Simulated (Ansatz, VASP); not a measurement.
Al2Pt in VASP and in Ansatz

INCAR

```
PREC = Accurate
ENCUT = 520
EDIFF = 1E-6
ISMEAR = -1
SIGMA = 0.05
LREAL = F
LASPH = T
NELM = 80
ALGO = Normal
ISIF = 2
LWAVE = F
LCHARG = F
GGA = PE
NBANDS = 15
```

KPOINTS

```
Automatic mesh
0
Gamma
  8 8 8
```

POSCAR

```
Al2Pt
1.0
    0.0000000000      2.8946769513      2.8946769513
    2.8946769513      0.0000000000      2.8946769513
    2.8946769513      2.8946769513      0.0000000000
Pt Al
1 2
Direct
    0.0000000000      0.0000000000      0.0000000000
    0.7500000000      0.7500000000      0.7500000000
    0.2500000000      0.2500000000      0.2500000000
```

input.yaml

```yaml
crystal:
  lattice:
    - [0.0, 2.8946769513, 2.8946769513]
    - [2.8946769513, 0.0, 2.8946769513]
    - [2.8946769513, 2.8946769513, 0.0]
  atoms:
    - { symbol: Pt, position: [0.0, 0.0, 0.0] }
    - { symbol: Al, position: [0.75, 0.75, 0.75] }
    - { symbol: Al, position: [0.25, 0.25, 0.25] }
hamiltonian:
  xc: pbe
  pseudopotentials: { kind: paw }
kpoints:
  mp_grid: { grid: [8, 8, 8] }
scf:
  occupations: { method: fermi_dirac, width: 0.05 }
output:
  forces: true
  stress: true
  eigenvalues: true
  write_density: true
  write_potential: true
  elf: true
  volumetric_format: npy
```

Alike in both runs: task single point; functional PBE; k mesh 8 × 8 × 8; occupations fermi-dirac, width 0.05 eV; no spin polarisation.

|  | VASP | Ansatz |
| --- | --- | --- |
| version | VASP 6.6.1 | Ansatz 0.2.0 |
| potentials or method | VASP PAW PBE potentials, release 64 (Pt, Al) | Ansatz PAW |
| plane-wave cutoff (eV) | 520 | 420 |
| valence electrons in the cell | 16 | 24 |

```csv
,VASP,Ansatz,Ansatz less VASP
gap on the k mesh at the Fermi level (eV),none,none,-
pressure (GPa),12.2,12.4,+0.16
```

A gap of «none» marks a metal or a gap that the smearing closes. The two sets of potentials don't hold the same shells in valence.

Spin-orbit coupling is left out, which matters for the levels of Pt.
